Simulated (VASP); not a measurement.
Wanted: the native input for a VASP 6.6.1 run.

```yaml
Task: relaxation of the atoms
Functional: PBE
Dispersion: D3(BJ)
Potentials_or_basis: VASP PAW PBE potentials, release 64 (Li_sv, F)
Cutoff: 600 eV
k_mesh: 12 × 12 × 12
Occupations: gaussian, width 0.03 eV
Spin: no spin polarisation
Further_INCAR_settings: ALGO = Fast; EDIFF = 1e-07; IBRION = 2; EDIFFG = -0.01; NSW = 40
```

The structure of LiF (Griceite) lies in POSCAR:

```
LiF                                     
1.0
    0.0000000000      1.9793149085      1.9793149085
    1.9793149085      0.0000000000      1.9793149085
    1.9793149085      1.9793149085      0.0000000000
  Li              F             
     1     1
Direct
     0.0000000000000000    0.0000000000000000    0.0000000000000000
     0.5000000000000000    0.5000000000000000    0.5000000000000000
```

The cell isn't the ideal one: a relaxed cell with its volume scaled by 0.98.

These files were run (other wordings do the same):

INCAR

```
SYSTEM = LiF
  PREC = Accurate
  ENCUT = 600
  EDIFF = 1E-7
  ISMEAR = 0
  SIGMA = 0.03
  LREAL = .FALSE.
  LASPH = .TRUE.
  NELM = 80
  ALGO = Fast
  ISIF = 2
  LWAVE = .FALSE.
  LCHARG = .FALSE.
  GGA = PE
  IVDW = 12
  IBRION = 2
  NSW = 40
  EDIFFG = -0.01
```

KPOINTS

```
Automatic mesh
0
G
  12 12 12
  0 0 0
```

Potentials or basis: VASP PAW PBE potentials, release 64 (Li_sv, F).

Launch:

```console
$ cat potpaw_PBE.64/Li_sv/POTCAR potpaw_PBE.64/F/POTCAR > POTCAR
$ mpirun -np 1 vasp_std > vasp.out
```

Results of the run:

- Pressure after relaxing: 1.7 GPa
- Band gap on the k mesh: 9.58 eV, direct
- Dispersion energy per atom: -0.188 eV

Caveat: the cutoff is under 1.25 times the usual one of these potentials, so pressure, stress and relaxed cells hold a basis-set (Pulay) error; the relaxation stopped at its first step, so nothing moved.

Run time: 15 s on 1 thread of AMD EPYC 9R14 (Zen 4) (shared host), peak memory 0.12 GiB.
